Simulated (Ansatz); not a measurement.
CuO:

```
Cu O
1.0
     2.34185   -1.71130    0.00000
    -1.49182   -1.71130   -5.05787
     2.34185    5.13390    0.00000
Cu O
4 4
Direct
  0.32133 0.95658 0.29054
  0.67867 0.04342 0.70946
  0.32256 0.52186 0.68365
  0.67744 0.47814 0.31635
  0.41767 0.70732 0.00990
  0.41393 0.79268 0.65850
  0.22494 0.34817 0.07342
  0.94346 0.15183 0.25818
```

The cell isn't the ideal one: a zone-boundary wave of random shape, sigma 0.4 Å.

Base run:

- Program: Ansatz 0.2.0
- Functional: LDA
- Potentials or basis: Ansatz PAW
- Cutoff: 420 eV (not typed: the program's choice for these potentials)
- k mesh: 9 × 5 × 5
- Occupations: fermi-dirac, width 0.05 eV
- Spin: no spin polarisation
- Hubbard terms: Cu d U = 3 eV

Its results: band gap on the k mesh none (metal or under the smearing width); pressure 41.1 GPa; largest force 15.404 eV/Å.

Question: The run is repeated on the same cell with these changes: hubbard terms from Cu d U = 3 eV to none; hubbard projectors from ortho-atomic (the default) to none. What comes out?

Answer: Band gap on the k mesh none (metal or under the smearing width); pressure 39.5 GPa; largest force 14.900 eV/Å.

Caveats: a pressure of tens of GPa on the cell as given is suspect, and the run, the potentials or the cell itself is likely at fault; the run has no spin polarisation, though such a crystal can be magnetic; the PAW data sets come from PBE, with cores solved anew for the run's functional, which leaves a small shift of forces and pressure; forces of over 1 eV/Å show positions far from the minimum, so gaps and moduli don't describe the material at rest; U without spin polarisation on a metal has little footing (some runs); semilocal functionals often make such compounds metallic where correlation or magnetic order opens a gap, which also shifts bond lengths (some runs).
